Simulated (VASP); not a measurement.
# SnTe (P6_3/mmc) in VASP: further runs

The runs below take SnTe through single point, with PBE.

All numbers are computed with VASP 6.6.1; they aren't measurements. Logs are shortened: lines on timing, memory, paths and dates and some standing lists are left out, and cuts for length are marked.

**1. Starting point**

The structure is hexagonal, space group P6_3/mmc (No. 194). The conventional cell has a = 4.394 Å, b = 4.394 Å, c = 7.870 Å, α = 90.00°, β = 90.00°, γ = 120.00°. Around Sn (site symmetry -3m) lie 6 Te at 3.21 Å. Around Te (site symmetry -6m2) lie 6 Sn at 3.21 Å.

The cell was built by a generator and needn't be a form met in nature.

**2. Single point, PBE**

INCAR

```
SYSTEM = SnTe
  PREC = Accurate
  ENCUT = 520
  EDIFF = 1E-6
  ISMEAR = -1
  SIGMA = 0.02
  LREAL = .FALSE.
  LASPH = .TRUE.
  NELM = 100
  ALGO = Normal
  ISIF = 2
  LWAVE = .FALSE.
  LCHARG = .FALSE.
  GGA = PE
  NBANDS = 28
```

KPOINTS

```
Automatic mesh
0
G
  6 6 2
  0 0 0
```

POSCAR

```
SnTe
1.0
    4.3938400123      0.0000000000      0.0000000000
   -2.1969200062      3.8051770708      0.0000000000
    0.0000000000      0.0000000000      7.8704071153
Sn Te
2 2
Direct
    0.0000000000      0.0000000000      0.0000000000
    0.0000000000      0.0000000000      0.5000000000
    0.3333333333      0.6666666667      0.2500000000
    0.6666666667      0.3333333333      0.7500000000
```

Potentials or basis: VASP PAW PBE potentials, release 64 (Sn_d, Te).

The run is started by

```console
$ cat potpaw_PBE.64/Sn_d/POTCAR potpaw_PBE.64/Te/POTCAR > POTCAR
$ mpirun -np 1 vasp_std > vasp.out
```

OUTCAR:

```text
SYSTEM = SnTe
   PREC = Accurate
   ENCUT = 520
   EDIFF = 1E-6
   ISMEAR = -1
   LREAL = .FALSE.
   LASPH = .TRUE.
   NELM = 100
   ISIF = 2
   GGA = PE

 ion  position               nearest neighbor table
   1  0.000  0.000  0.000-   3 3.21   4 3.21   4 3.21   3 3.21   4 3.21   3 3.21
   2  0.000  0.000  0.500-   3 3.21   4 3.21   4 3.21   3 3.21   4 3.21   3 3.21
   3  0.333  0.667  0.250-   1 3.21   2 3.21   1 3.21   2 3.21   1 3.21   2 3.21
   4  0.667  0.333  0.750-   1 3.21   2 3.21   1 3.21   2 3.21   1 3.21   2 3.21

  LATTYP: Found a hexagonal cell.
 ALAT       =     4.3938400123
 C/A-ratio  =     1.7912366161

  Lattice vectors:

 A1 = (   4.3938400123,   0.0000000000,   0.0000000000)
 A2 = (  -2.1969200062,   3.8051770708,   0.0000000000)
 A3 = (   0.0000000000,   0.0000000000,   7.8704071153)

Analysis of symmetry for initial positions (statically):
=====================================================================
 Subroutine PRICEL returns:
 Original cell was already a primitive cell.

 Routine SETGRP: Setting up the symmetry group for a
 hexagonal supercell.

 Subroutine GETGRP returns: Found 24 space group operations
 (whereof 12 operations were pure point group operations)
 out of a pool of 24 trial point group operations.

The static configuration has the point symmetry D_3d.
 The point group associated with its full space group is D_6h.

Analysis of symmetry for dynamics (positions and initial velocities):
=====================================================================
 Subroutine PRICEL returns:
 Original cell was already a primitive cell.

 Routine SETGRP: Setting up the symmetry group for a
 hexagonal supercell.

 Subroutine GETGRP returns: Found 24 space group operations
 (whereof 12 operations were pure point group operations)
 out of a pool of 24 trial point group operations.

The dynamic configuration has the point symmetry D_3d.
 The point group associated with its full space group is D_6h.

 Subroutine INISYM returns: Found 24 space group operations
 (whereof 12 operations are pure point group operations),
 and found     1 'primitive' translations

----------------------------------------------------------------------------------------

                                     Primitive cell

  volume of cell :     131.5880

  direct lattice vectors                    reciprocal lattice vectors
     4.393840012  0.000000000  0.000000000     0.227591355  0.131399930  0.000000000
    -2.196920006  3.805177071  0.000000000     0.000000000  0.262799860  0.000000000
     0.000000000  0.000000000  7.870407115     0.000000000  0.000000000  0.127058230

[... 79 lines left out ...]
   NSW    =      0    number of steps for IOM
   IBRION =     -1    ionic relax: 0-MD 1-quasi-New 2-CG
   NFREE  =      0    steps in history (QN), initial steepest desc. (CG)
   ISIF   =      2    stress and relaxation
   ISYM   =      2    0-nonsym 1-usesym 2-fastsym
   POTIM  = 0.5000    time-step for ionic-motion
   TEBEG  =    0.0;   TEEND  =   0.0 temperature during run
   PSTRESS=    0.0 pullay stress
   NELECT =      40.0000    total number of electrons
   NUPDOWN=      -1.0000    fix difference up-down
   EMIN   =  10.00;   EMAX   =-10.00  energy-range for DOS
   EFERMI =   0.00;   METHOD = LEGACY
   ISMEAR =    -1;   SIGMA  =   0.02  broadening in eV -4-tet -1-fermi 0-gaus
   EFERMI_NEDOS =   21; number of points for ismear=-14 and -15
   IALGO  =     38    algorithm
   IMIX   =      4    mixing-type and parameters
     AMIX     =   0.40;   BMIX     =  1.00
     AMIX_MAG =   1.60;   BMIX_MAG =  1.00
  volume/ion in A,a.u.               =      32.90       222.00
  Fermi-wavevector in a.u.,A,eV,Ry     =   1.100752  2.080119 16.485560  1.211654
  Thomas-Fermi vector in A             =   2.237168
   LORBIT       =      0    0 simple, 1 ext, 2 COOP (PROOUT), +10 PAW based schemes
   GGA     = PE    functional components
   LHFCALC =     F    Hartree Fock is set to
   AEXX    =    0.0000 exact exchange contribution
   IVDW    =     0    specifies the selected vdW correction
   LEPSILON=     F    determine dielectric tensor
   LRPA    =     F    only Hartree local field effects (RPA)
 non-spin polarized calculation
  energy-cutoff  :      520.00
  volume of cell :      131.59
 maximum number of plane-waves:      3563
 NGX is ok and might be reduce to    36
   NGX = 17   NGY = 17   NGZ = 29

 number of electron      39.9999990 magnetization

 Free energy of the ion-electron system (eV)
  ---------------------------------------------------
  ext. energy  EPLUGINS =         0.00000000
  ---------------------------------------------------
  free energy    TOTEN  =       -14.88827386 eV

  energy without entropy =      -14.88552721  energy(sigma->0) =      -14.88690053

 E-fermi :   6.2358     XC(G=0):  -9.2626

 val. band max:        6.1999372112   @ k =   0.3333   0.3333   0.5000
 cond. band min:       6.2867569513   @ k =   0.5000   0.0000   0.0000
 fundamental gap:      0.0868197402
 Fermi energy:         6.2358176931

 k-point     1 :       0.0000    0.0000    0.0000
  band No.  band energies     occupation
      1     -15.5782      2.00000
      2     -15.5671      2.00000
      3     -15.5671      2.00000
      4     -15.5606      2.00000
      5     -15.5606      2.00000
      6     -15.5583      2.00000
[... 423 lines left out ...]
     27      12.4676      0.00000
     28      12.4676      0.00000

------------------------ aborting loop because EDIFF is reached ----------------------------------------

  FORCE on cell =-STRESS in cart. coord.  units (eV):
  Direction    XX          YY          ZZ          XY          YZ          ZX
  --------------------------------------------------------------------------------------
  -------------------------------------------------------------------------------------
  Total        0.6967994      0.6967994      0.4329434     -0.0000000      0.0000000     -0.0000000
  in kB        8.4840274      8.4840274      5.2713925     -0.0000000      0.0000000     -0.0000000
  external PRESSURE =       7.4131491 kB  Pullay stress =       0.0000000 kB

 VOLUME and BASIS-vectors are now :
 -----------------------------------------------------------------------------
  energy-cutoff  :      520.00
  volume of cell :      131.59
      direct lattice vectors                 reciprocal lattice vectors
     4.393840012  0.000000000  0.000000000     0.227591355  0.131399930  0.000000000
    -2.196920006  3.805177071  0.000000000     0.000000000  0.262799860  0.000000000
     0.000000000  0.000000000  7.870407115     0.000000000  0.000000000  0.127058230

 POSITION                                       TOTAL-FORCE (eV/Angst)
 -----------------------------------------------------------------------------------
      0.00000      0.00000      0.00000         0.000000      0.000000      0.000000
      0.00000      0.00000      3.93520         0.000000      0.000000      0.000000
     -0.00000      2.53678      1.96760        -0.000000      0.000000     -0.000000
      2.19692      1.26839      5.90281         0.000000     -0.000000     -0.000000
 -----------------------------------------------------------------------------------
    total drift:                               -0.000000      0.000000      0.000000

  FREE ENERGIE OF THE ION-ELECTRON SYSTEM (eV)
  ---------------------------------------------------
  free  energy   TOTEN  =       -14.8882738558 eV

  energy  without entropy=      -14.8855272061  energy(sigma->0) =      -14.88690053
```

Wall time 49 s (1 thread of Intel Xeon Platinum 8488C (Sapphire Rapids), shared host); peak memory 0.27 GiB.

Results:

```
Free energy            : -14.8883 eV
Pressure               : 0.7 GPa
Band gap on the k mesh : none (metal or under the smearing width)
```

Stress tensor (GPa, compression positive):
```
0.85 0.00 0.00
0.00 0.85 0.00
0.00 0.00 0.53
```

Caveat: the k mesh is coarse (spacing up to 0.40 Å⁻¹), so the values aren't converged. The run has no spin-orbit coupling, so splittings on Te are missing.

**3. Single point, PBE**

INCAR

```
SYSTEM = SnTe
PREC     = Accurate       ! precision mode
ENCUT    = 520            ! plane-wave cutoff, eV
EDIFF    = 1E-6           ! SCF threshold, eV
ISMEAR   = 0              ! smearing method
SIGMA    = 0.001          ! smearing width, eV
LREAL    = .FALSE.        ! projectors in reciprocal space
LASPH    = .TRUE.         ! aspherical terms in the spheres
NELM     = 100            ! most SCF steps
ALGO     = Normal         ! electronic algorithm
ISIF     = 2              ! what is computed and relaxed
LWAVE    = .FALSE.        ! write WAVECAR
LCHARG   = .TRUE.         ! write CHGCAR
GGA      = PE             ! functional
LELF     = .TRUE.         ! ELF
LVHAR    = .TRUE.       
NBANDS   = 28             ! bands
```

KPOINTS is that of step 2.

POSCAR is that of step 2.

Potentials or basis: VASP PAW PBE potentials, release 64 (Sn_d, Te).

The run is started by

```console
$ cat potpaw_PBE.64/Sn_d/POTCAR potpaw_PBE.64/Te/POTCAR > POTCAR
$ mpirun -np 1 vasp_std > vasp.out
```

Run time: 46 s. Hardware: 1 thread of Intel Xeon Platinum 8488C (Sapphire Rapids), shared host; peak memory 0.27 GiB.

It converged, with:

* Free energy: -14.8864 eV
* Pressure: 0.8 GPa
* Band gap on the k mesh: none (metal or under the smearing width)

Stress tensor (GPa, compression positive):
```
0.89 0.00 0.00
0.00 0.89 0.00
0.00 0.00 0.55
```

Levels at points of the mesh, in eV from the Fermi level:
```csv
k point,band 17,band 18,band 19,band 20,band 21,band 22,band 23,band 24
"(0.00, 0.00, 0.00)",-1.66,-1.21,-1.21,0.20,0.95,1.83,1.83,2.31
"(0.50, 0.00, 0.00)",-3.04,-1.45,-1.31,-0.71,0.09,0.68,1.56,3.56
"(0.00, 0.00, 0.50)",-1.44,-1.44,-1.11,-1.11,1.95,1.95,1.95,1.95
"(0.50, 0.00, 0.50)",-2.74,-2.74,-2.48,-2.48,1.75,1.75,2.60,2.60
```

Caveat: the k mesh is coarse (spacing up to 0.40 Å⁻¹), so the values aren't converged. Spin-orbit coupling is left out, which matters for the levels of Te.
